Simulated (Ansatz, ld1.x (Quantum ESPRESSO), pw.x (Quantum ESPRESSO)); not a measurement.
## rhodium (sc): variants of one RRKJ potential in the solid

ld1.x (Quantum ESPRESSO) 7.5 input, shortened:

```
&input
   title='Rh', zed=45., rel=1, dft='PBE', iswitch=3,
   config='[Kr] 4d8 5s1 5p0'
 /
 &inputp
   pseudotype=2, tm=.false., rho0=0.02, lloc=0,
   nlcc=.true., new_core_ps=.true., rcore=1.20
 /
3
5P  2  1   0.00   0.00  3.40  3.40  0.0
4D  3  2   8.00   0.00  1.75  1.75  0.0
5S  1  0   1.00   0.00  2.15  2.15  0.0
 &test
   configts(1)='4d8 5s1 5p0'
 /
```

Crystal test: sc Rh in pw.x 7.5, no spin, 13³ k-points, Fermi–Dirac smearing 0.01 Ry, cutoffs set for each file from its atomic test. The reference is all-electron LAPW (Ansatz 0.2.0) with the same functional, mesh and smearing; V0 and B0 come from Birch–Murnaghan fits to the pressures at five volumes. Errors are pseudo minus all-electron; Δ is the rms difference of the E(V) curves that follow from these fits, minima aligned, over ±6 % about the mean V0. Mesh and smearing are coarse, so the numbers serve the comparison and aren't converged zero-temperature values; the lattice is a test structure that the element need not adopt.

All-electron: a0 = 2.539 Å (V0 = 16.37 Å³/atom), B0 = 179.8 GPa.

Base: The largest radius (3.40 bohr) exceeds half the bond length (2.40 bohr), so the spheres overlap, which is one possible source of error among others. This is a poor potential for the solid.

A dash in a converged row means that the minimum lies outside the volumes sampled.

```csv
change,cutoffs (Ry),pw.x,mean pressure error (GPa)
base,70/280,converged,+10.19
wave 5s (bound): rc 2.15 bohr becomes 5s (bound): rc 2.50 bohr,70/280,converged,+11.10
wave 5p (bound): rc 3.40 bohr becomes 5p (bound): rc 4.46 bohr,70/280,converged,+11.57
wave 4d (bound): rc 1.75 bohr becomes 4d (bound): rc 2.62 bohr,50/200,converged,+12.95
"all radii but the core radius scaled by about 1.21 (s 2.62, p 4.12, d 2.12 bohr)",55/220,converged,+10.66
```

Question: Give the row for: core correction Bessel-smoothed model core inside 1.70 bohr.

Answer: pw.x: converged; mean pressure error (GPa): +10.20.
